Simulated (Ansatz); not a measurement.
# In2O3 (R-3c): the dielectric response by several routes

Wanted: ε∞ of In2O3 (R-3c) from perturbation theory and the RPA step of G0W0, with cost.

Calculated with Ansatz 0.2.0; linear response on PBE, plane waves, PAW.

## (1) The starting structure

It takes space group R-3c (No. 167, trigonal). The conventional cell has a = 5.487 Å, b = 5.487 Å, c = 14.510 Å, α = 90.00°, β = 90.00°, γ = 120.00°. Nearest to In lie 6 O at 2.12 to 2.26 Å. Nearest to O lie 4 In at 2.12 to 2.26 Å. Farther neighbours and most contacts between anions are not listed.

The cell and positions come from the Crystallography Open Database and are kept as given unless a step says otherwise. This is not the form that In2O3 usually takes at ambient conditions. The default PAW set here is soft_2. Its files were made with PBE.

## (2) Response to a homogeneous field

ε∞ sets how strongly the crystal screens. Perturbation theory gives it with local fields and without a sum over empty bands.

This step: dielectric response by perturbation theory, PBE, plane waves, PAW.

Contents of input.yaml:

```yaml
crystal:
  lattice:
    - [2.7435, 1.5839604635, 4.8366666667]
    - [-2.7435, 1.5839604635, 4.8366666667]
    - [0.0, -3.167920927, 4.8366666667]
  atoms:
    - { symbol: In, position: [0.35731, 0.35731, 0.35731] }
    - { symbol: In, position: [0.14269, 0.14269, 0.14269] }
    - { symbol: In, position: [0.64269, 0.64269, 0.64269] }
    - { symbol: In, position: [0.85731, 0.85731, 0.85731] }
    - { symbol: O, position: [0.548, 0.952, 0.25] }
    - { symbol: O, position: [0.25, 0.548, 0.952] }
    - { symbol: O, position: [0.952, 0.25, 0.548] }
    - { symbol: O, position: [0.452, 0.048, 0.75] }
    - { symbol: O, position: [0.75, 0.452, 0.048] }
    - { symbol: O, position: [0.048, 0.75, 0.452] }
kpoints:
  mp_grid: { grid: [6, 6, 6] }
hamiltonian:
  xc: pbe
scf:
  occupations: { method: fixed }
dielectric: {}
```

Started as:

```bash
ansatz run input.yaml --threads 3 --pin off --max-ram 64512MiB --backend cuda --events-out ev --progress --plain --runs-dir out --devices 1 --max-vram 24GiB  # rebuilt from the run's record
```

Numbers of over 12 decimals in the logs are rounded to 6 here.

What it wrote:

```text
GPUs: using 1 of 1 available (devices: 1).
Engine: ansatz 0.2.0, x86_64-unknown-linux-gnu
Pseudopotentials: kind: paw
Pseudopotential: In, paw, valence charge 13, recommended cutoff 420 eV (normal), In.paw.azcp
Pseudopotential: O, paw, valence charge 6, recommended cutoff 420 eV (normal), O.paw.azcp
Functional definition: PBE
  parameter kappa = 0.804
  parameter beta = 0.066725
  exchange = pbe_x(kappa = kappa, mu = beta*pi^2/3)
  correlation = pbe_c(beta = beta)
device memory: the entry about to start is reckoned to put 6.3 GiB on a device that reports 63.7 GiB free (of which the cap on the GPU budget leaves the run 24.0 GiB)
GPU FFT provider: cuFFT
GPU libraries: cuBLAS 13.8.1, cuFFT 12.4.0, cuSOLVER 12.3.2
Crystal: 10 atoms, lattice volume = 126.109 Å³
Basis set: ecut = 420 eV, 2453 PW (Γ), exchange–correlation on 80×80×80 points (8 copies of the dense FFT grid, shifted against one another)
Bands: 54, of which v1, the nominal top of the filled ones, is band 44 counted from 1 (43 counted from 0)
Symmetry: 12 space group operations
k-points: 68 of 216 (irreducible under 2 space group operations, time reversal used)
Non-local potential: In, projectors of the file, l = 0: 2, l = 1: 2, l = 2: 2, l = 3: 2
Non-local potential: O, projectors of the file, l = 0: 2, l = 1: 2, l = 2: 1
PAW form: soft (Blöchl's): semilocal exchange-correlation on the pseudo side does not see the compensation charge
PAW one-centre angular grid: In, 590 points (default); XC on 64 Gauss nodes
PAW one-centre angular grid: O, 110 points (default); XC on 64 Gauss nodes
Initial density: superposition of atomic densities (neutral atoms: chi_scale 0, normalization atom), corrected by the library's trained network
Initial wavefunctions: pseudopotential atomic-orbital guess
GPU buffer pool allocated for 64000 grid points (all kernels)
GPU transforms: local potential and band sums: pruned to the plane-wave sphere, on 40×40×40
Functional: x = pbe(κ = 0.804, μ = 0.219515), c = pbe(β = 0.066725)
SCF iter   1: F=—  HF=-25796.294917 eV  |F-HF|=—  |Δ(HF+E_count)|=         —  Δρ=9.66e-4  dr2=4.14e-4  ethr=1.77e-3  ⟨swp⟩=4.7  Hψ=13136  notcnv=0  defer=535
preconditioner: auto → Resta (q_TF=auto, 2.569 Å⁻¹)  ε∞=4.6  [insulator: Δε(μ)=1.298 eV  Ē_g=16.393 eV  n_scr=32 (ndim 8)  ℏωp=31.0 eV  f_vac=0.019  ε∞_Penn≈4.6]
SCF iter   2: F=—  HF=-25796.295498 eV  |F-HF|=—  |Δ(HF+E_count)|=   5.82e-4  Δρ=5.22e-4  dr2=8.80e-5  ethr=4.71e-7  ⟨swp⟩=2.6  Hψ=7975  notcnv=0  defer=544
SCF iter   3: F=—  HF=-25796.295944 eV  |F-HF|=—  |Δ(HF+E_count)|=   4.46e-4  Δρ=2.20e-4  dr2=2.40e-5  ethr=1.00e-7  ⟨swp⟩=2.0  Hψ=4488  notcnv=0  defer=532
SCF iter   4: F=—  HF=-25796.295903 eV  |F-HF|=—  |Δ(HF+E_count)|=   4.07e-5  Δρ=3.10e-5  dr2=1.44e-6  ethr=2.72e-8  ⟨swp⟩=2.4  Hψ=6255  notcnv=0  defer=413
SCF iter   5: F=—  HF=-25796.296135 eV  |F-HF|=—  |Δ(HF+E_count)|=   2.32e-4  Δρ=9.25e-6  dr2=1.16e-7  ethr=1.64e-9  ⟨swp⟩=3.0  Hψ=6672  notcnv=0  defer=408
SCF iter   6: F=—  HF=-25796.296135 eV  |F-HF|=—  |Δ(HF+E_count)|=   1.11e-7  Δρ=3.14e-6  dr2=1.20e-8  ethr=1.32e-10  ⟨swp⟩=2.0  Hψ=5522  notcnv=0  defer=408
SCF iter   7: F=—  HF=-25796.296135 eV  |F-HF|=—  |Δ(HF+E_count)|=   1.25e-8  Δρ=7.32e-7  dr2=6.60e-10  ethr=1.36e-11  ⟨swp⟩=2.0  Hψ=6081  notcnv=0  defer=408
SCF iter   8: F=-25796.296135 eV  HF=-25796.296135 eV  |F-HF|=1.46e-11  |Δ(HF+E_count)|=  6.69e-10  Δρ=1.59e-7  dr2=3.48e-11  ethr=1.00e-12  ⟨swp⟩=10.2  Hψ=14661  notcnv=0
SCF 1 converged in 8 iterations: F = -25796.296135 eV  dr2 = 3.48e-11
  greatest PAW one-centre occupation: 0.990 electrons in one spin orbital (limit 2), on the In atom at site 2 (counted from 0), in its partial waves of l = 2
the response reads at least the filled bands of the reference SCF and the lowest empty band at each k-point, and that SCF's band table does not vouch for those bands. The notice of the band table in this run's record says why
device memory: the entry about to start is reckoned to put 0.9 GiB on a device that reports 63.7 GiB free (of which the cap on the GPU budget leaves the run 23.9 GiB)
NSCF: frozen V_eff on 1 k-points
device memory: the entry about to start is reckoned to put 0.9 GiB on a device that reports 63.7 GiB free (of which the cap on the GPU budget leaves the run 23.9 GiB)
NSCF: frozen V_eff on 1 k-points
device memory: the entry about to start is reckoned to put 0.9 GiB on a device that reports 63.7 GiB free (of which the cap on the GPU budget leaves the run 23.9 GiB)
NSCF: frozen V_eff on 1 k-points
device memory: the entry about to start is reckoned to put 0.9 GiB on a device that reports 63.7 GiB free (of which the cap on the GPU budget leaves the run 23.9 GiB)
NSCF: frozen V_eff on 1 k-points
device memory: the entry about to start is reckoned to put 0.9 GiB on a device that reports 63.7 GiB free (of which the cap on the GPU budget leaves the run 23.9 GiB)
NSCF: frozen V_eff on 1 k-points
device memory: the entry about to start is reckoned to put 0.1 GiB (of the 0.3 GiB reckoned in all, the device holds 0.3 GiB already) on a device that reports 63.7 GiB free (of which the cap on the GPU budget leaves the run 23.9 GiB)
device memory: the entry about to start is reckoned to put 2.7 GiB (of the 2.9 GiB reckoned in all, the device holds 0.3 GiB already) on a device that reports 63.7 GiB free (of which the cap on the GPU budget leaves the run 23.9 GiB)
DFPT response loops at Γ: preconditioner auto → Resta (q_TF=auto, 2.569 Å⁻¹)  ε∞=6.8 (no band partly filled); β = 1.00, the filter's whole step (`scf.mixing.beta` (0.50) is not read by the response loops at its default; to damp them type it under 1.00, their step now; it binds the ground state too); Broyden in place of MSR1
── the response to a field inside a basis, on 8×8×8 k-points: an SCF that follows is theirs, and a resumed run solves both again ──
device memory: the entry about to start is reckoned to put 0.6 GiB on a device that reports 69.4 GiB free (of which the cap on the GPU budget leaves the run 23.8 GiB)
GPU FFT provider: cuFFT
GPU libraries: cuBLAS 13.8.1, cuFFT 12.4.0, cuSOLVER 12.3.2
Bands: 45, of which v1, the nominal top of the filled ones, is band 44 counted from 1 (43 counted from 0)
k-points: 60 of 512
Initial density: handed on by an earlier stage of this run
Initial wavefunctions: pseudopotential atomic-orbital guess (no wavefunctions were taken with the density)
GPU buffer pool allocated for 64000 grid points (all kernels)
GPU transforms: band sums: pruned to the plane-wave sphere, on 40×40×40
Eigensolver: Dense (60 Hₖ)
SCF iter   1: F=—  HF=-25795.876138 eV  |F-HF|=—  |Δ(HF+E_count)|=         —  Δρ=5.66e-4  dr2=1.18e-4  ethr=1.00e-1
preconditioner: auto → Resta (q_TF=auto, 2.569 Å⁻¹)  ε∞=6.9  [insulator: Δε(μ)=1.445 eV  Ē_g=12.817 eV  n_scr=32 (ndim 8)  ℏωp=31.0 eV  f_vac=0.019  ε∞_Penn≈6.9]
SCF iter   2: F=—  HF=-25795.876262 eV  |F-HF|=—  |Δ(HF+E_count)|=   1.24e-4  Δρ=3.17e-4  dr2=4.60e-5  ethr=1.35e-7
SCF iter   3: F=—  HF=-25795.876321 eV  |F-HF|=—  |Δ(HF+E_count)|=   5.96e-5  Δρ=6.99e-5  dr2=3.37e-6  ethr=5.23e-8
SCF iter   4: F=—  HF=-25795.876322 eV  |F-HF|=—  |Δ(HF+E_count)|=   4.83e-7  Δρ=2.26e-5  dr2=7.09e-7  ethr=3.83e-9
SCF iter   5: F=-25795.876322 eV  HF=-25795.876322 eV  |F-HF|=2.62e-8  |Δ(HF+E_count)|=   4.20e-7  Δρ=5.95e-6  dr2=7.18e-8  ethr=8.06e-10
SCF 1 converged in 5 iterations: F = -25795.876322 eV  dr2 = 7.18e-8
  greatest PAW one-centre occupation: 0.990 electrons in one spin orbital (limit 2), on the In atom at site 3 (counted from 0), in its partial waves of l = 2
device memory: the entry about to start is reckoned to put 0.1 GiB (of the 0.3 GiB reckoned in all, the device holds 0.2 GiB already) on a device that reports 68.1 GiB free (of which the cap on the GPU budget leaves the run 23.7 GiB)
device memory: the entry about to start is reckoned to put 3.3 GiB on a device that reports 66.7 GiB free (of which the cap on the GPU budget leaves the run 23.7 GiB)
DFPT response loops at Γ: preconditioner auto → Resta (q_TF=auto, 2.569 Å⁻¹)  ε∞=6.4 (no band partly filled); β = 1.00, the filter's whole step (`scf.mixing.beta` (0.50) is not read by the response loops at its default; to damp them type it under 1.00, their step now; it binds the ground state too); Broyden in place of MSR1
SCF converged after 8 iterations
Free energy (F): -25796.296135 eV
Harris-Foulkes:  -25796.296135 eV  (|F-HF|=1.46e-11)
Internal energy: -25796.296135 eV  (E = F + TS)
E sigma→0 (E₀):  -25796.296135 eV
Fermi energy:    8.994807 eV
--- Per-component energies (eV) ---
  E_band       = 41.040651
  E_kinetic    = 2036.796843
  E_local      = -5861.422527  (includes V_loc(G=0)·N_el)
  E_nonlocal   = 1775.040113
  E_hartree    = 2256.542941
  E_xc         = -1298.895769
  E_vxc        = -957.461989  (∫ρ·V_xc dr)
  E_paw        = -17593.262923  (= ΣΔE_a)
  E_vpaw       = -1465.012419  (= ΣTr[D̂ρ^β])
  E_aug_tail   = 0.014555  (compensation charges beyond the density's cutoff)
  E_ewald      = -7111.109369
  E_smearing   = -0.000000  (= −TS)
  E_closure    = -0.000000  (closes the sum)
  Σ components = -25796.296135   (vs F -25796.296135, Δ=0.00e0)
--- Band table (eV; the first three rows and the last of 68) ---
  k-point 0: bands = [... 40 lower, 8.7273, 8.7273, 8.9535, 8.9535, 10.2974, 14.6120, 15.3063, 16.3629, ... 6 higher]
  k-point 1: bands = [... 40 lower, 8.7291, 8.7931, 8.7987, 8.9403, 11.1737, 14.9208, 15.1624, 16.0798, ... 6 higher]
  k-point 2: bands = [... 40 lower, 8.3905, 8.4628, 8.8575, 8.9948, 12.6006, 14.9279, 15.0632, 15.3643, ... 6 higher]
  k-point 67: bands = [... 40 lower, 8.8052, 8.8052, 8.8052, 8.8052, 13.4378, 13.4378, 16.2229, 16.2229, ... 6 higher]
--- Dielectric response (ions clamped): 3 representative field directions + reference, inside a basis on a mesh of 512 k-points (Σ response iterations 18) ---
  ε∞ (high-frequency dielectric tensor):
        5.023213     0.000000     0.000000
       -0.000000     5.023213     0.000000
        0.000000    -0.000000     4.802613
  Born effective charges Z* (e; rows j = field, columns β = displacement):
    site 0:
         3.39039   -0.03154    0.00000
         0.03154    3.39039   -0.00000
         0.00000   -0.00000    3.27266
    site 1:
         3.39039    0.03154    0.00000
        -0.03154    3.39039   -0.00000
         0.00000   -0.00000    3.27266
    site 2:
         3.39039   -0.03154    0.00000
         0.03154    3.39039   -0.00000
         0.00000   -0.00000    3.27266
    site 3:
         3.39039    0.03154    0.00000
        -0.03154    3.39039   -0.00000
         0.00000   -0.00000    3.27266
    site 4:
        -2.37522   -0.00000   -0.00000
         0.00000   -2.14530    0.42003
        -0.00000    0.55569   -2.18177
    site 5:
        -2.20278    0.09955   -0.36376
         0.09955   -2.31774   -0.21002
        -0.48124   -0.27784   -2.18177
    site 6:
        -2.20278   -0.09955    0.36376
        -0.09955   -2.31774   -0.21002
         0.48124   -0.27784   -2.18177
    site 7:
        -2.37522    0.00000   -0.00000
         0.00000   -2.14530    0.42003
        -0.00000    0.55569   -2.18177
    site 8:
        -2.20278    0.09955   -0.36376
         0.09955   -2.31774   -0.21002
        -0.48124   -0.27784   -2.18177
    site 9:
        -2.20278   -0.09955    0.36376
        -0.09955   -2.31774   -0.21002
         0.48124   -0.27784   -2.18177
  Z* charge neutrality: 2.185e-2 e pre-enforcement
  solved inside a basis spanned on kpoints, on 8×8×8 k-points, its susceptibility summed on 10×10×10: ε∞ is read to err by 3.6e-2, Z* by 2.3e-2 e (field_mesh: kpoints solves on kpoints); Z* is corrected for what the basis lacks
```

Run time: 47 s. Hardware: 1 × NVIDIA H100 80GB HBM3 (shared by 3 runs) with 3 threads of AMD EPYC 7R13 (Zen 3), shared host; peak memory 2.9 GiB; 1.7 min of CPU time.

Numbers from this step:

| Quantity | Value |
| --- | --- |
| stated error of ε∞ | 0.036 |

One over ε∞ averages 0.20, somewhat under the quarter of exact exchange in PBE0.

High-frequency dielectric tensor:

```
5.02 0.00 0.00
0.00 5.02 0.00
0.00 0.00 4.80
```

Born effective charge (e), principal values of the symmetric part by kind of site:

```
atom  atoms with these values    low  middle   high   mean
 In1                        4   3.27    3.39   3.39   3.35
  O5                        6  -2.65   -2.38  -1.68  -2.23
```

In full for In1:

```
 3.39 -0.03  0.00
 0.03  3.39  0.00
 0.00  0.00  3.27
```

## (3) RPA screening from the G0W0 run

G0W0 replaces the xc potential by the self-energy, built once from these orbitals. Only a window of levels is corrected, while the sums run over the empty bands that the input names.

This step: G0W0 on PBE, plane waves, PAW.

input.yaml, as its differences from that of step 2:

```diff
@@ -17,3 +17,3 @@
 kpoints:
-  mp_grid: { grid: [6, 6, 6] }
+  mp_grid: { grid: [4, 4, 4] }
 hamiltonian:
@@ -22,2 +22,7 @@
   occupations: { method: fixed }
-dielectric: {}
+gw:
+  n_empty_bands: 526
+  ecut_chi: 150.0
+  qp_bands: [v3, c3]
+  qp_kpoints: band_edges
+  screening: { model: contour_deformation }
```

What it wrote:

```text
GPUs: using 1 of 1 available (devices: 1).
[...]
GPU FFT provider: cuFFT
GPU libraries: cuBLAS 13.8.1, cuFFT 12.4.0, cuSOLVER 12.3.2
Crystal: 10 atoms, lattice volume = 126.109 Å³
Basis set: ecut = 420 eV, 2453 PW (Γ)
Bands: 54, of which v1, the nominal top of the filled ones, is band 44 counted from 1 (43 counted from 0)
[... 1 set-up line as in the run before ...]
[...]
k-points: 13 of 64
[...]
1    43      8.8252   -26.7090     4.6536   -21.3751  0.7360     8.1337     8.1448  root
[...]
12    44      8.8059   -26.9404     4.5134   -21.7496  0.7389     8.1177     8.1285  root
    12    45     13.4382   -13.2560    -3.6854   -17.6445  0.7903    14.1510    14.1413  root
    12    46     13.4382   -13.2560    -3.6854   -17.6445  0.7903    14.1510    14.1413  root
    12    47     16.2232   -13.2848    -5.0210   -19.3480  0.7705    17.2970    17.2654  root
[key lines of the parts left out:]
SCF converged after 6 iterations
Free energy (F): -25796.294317 eV
Fermi energy:    8.988424 eV
```

Elapsed: 31 s, on 1 × NVIDIA H100 80GB HBM3 (shared by 3 runs) with 3 threads; peak memory 2.3 GiB; 54 s of CPU time.

Numbers from this step:

```
bands summed                                 : 570
RPA ε∞ on this mesh (eigenvalues)            : 4.924, 5.070, 5.070
plane waves in the screening matrix          : 543
G0W0 gap on the mesh                         : 2.386 eV
k of the valence top                         : 0, 0, 0.25
k of the conduction bottom                   : 0, 0, 0
starting gap on the mesh                     : 1.309 eV
least direct G0W0 gap on the computed points : 2.424 eV
```

The gap on the mesh goes from 1.31 eV to 2.39 eV, a correction of +1.08 eV. Between the two edge states, bare exchange in place of the xc potential would open the gap by 9.04 eV, and correlation takes back 7.97 eV.

Mean over the mesh in bins of 0.25 1/Å. Static inverse dielectric function, diagonal against length of q+G:

```csv
length of q+G (Å⁻¹),"static inverse dielectric function, diagonal"
0.34,0.240
0.50,0.267
0.75,0.319
0.98,0.370
1.23,0.431
1.49,0.492
1.75,0.553
2.01,0.609
2.26,0.658
2.50,0.703
2.75,0.742
3.00,0.777
3.26,0.807
3.51,0.833
3.76,0.855
4.01,0.874
4.26,0.890
4.50,0.905
4.75,0.918
5.00,0.930
5.25,0.941
5.51,0.951
5.76,0.959
6.00,0.966
6.20,0.970
```

## (4) The values together

Times are wall times on 1 × NVIDIA H100 80GB HBM3 (shared by 3 runs) with 3 threads of AMD EPYC 7R13 (Zen 3), shared host, good to a factor of about two.

| method | mesh | ε∞, low | middle | high | mean | time |
| --- | --- | --- | --- | --- | --- | --- |
| perturbation theory (local fields and xc kernel) | 6×6×6 (response on 512 points) | 4.80 | 5.02 | 5.02 | 4.95 | 47 s |
| RPA with local fields, on the GW mesh | 4×4×4 | 4.92 | 5.07 | 5.07 | 5.02 | 31 s |

## (5) What came out

```
perturbation theory (local fields and xc kernel) : 4.80, 5.02, 5.02
RPA with local fields, on the GW mesh            : 4.92, 5.07, 5.07
```

In words: Mean Born effective charge: In1 3.35, O5 -2.23 e. The RPA values on the 4×4×4 mesh average 1.01 times those of perturbation theory (means 5.02 and 4.95). Without the xc kernel RPA should lie a little lower; it lies higher here. Perturbation theory sums its response on a denser mesh of its own, so the coarser sum of the GW run is the likely cause. PBE usually puts the gap too low, which tends to raise ε∞. Ions are clamped, so the lattice part of the static constant is not in these numbers.

[Paths, hosts, dates, memory and timing lines, banners, echoed tables and standing remarks are left out of the program output.]

[Logs are printed without paths, hosts, clocks, repeated set-up lines and the standing remarks that a program may print on its own settings, such as how far it seeks lower states.]

[Runs of the session that timed out or met a known fault of the program may be left out.]

[Cells called generated may have been cut or substituted from an entry of the Crystallography Open Database or the Materials Project.]

[Hosts, paths, dates, database ids (printed as entryN), source tags and the programs' standing remarks are cut or masked in the printed files.]
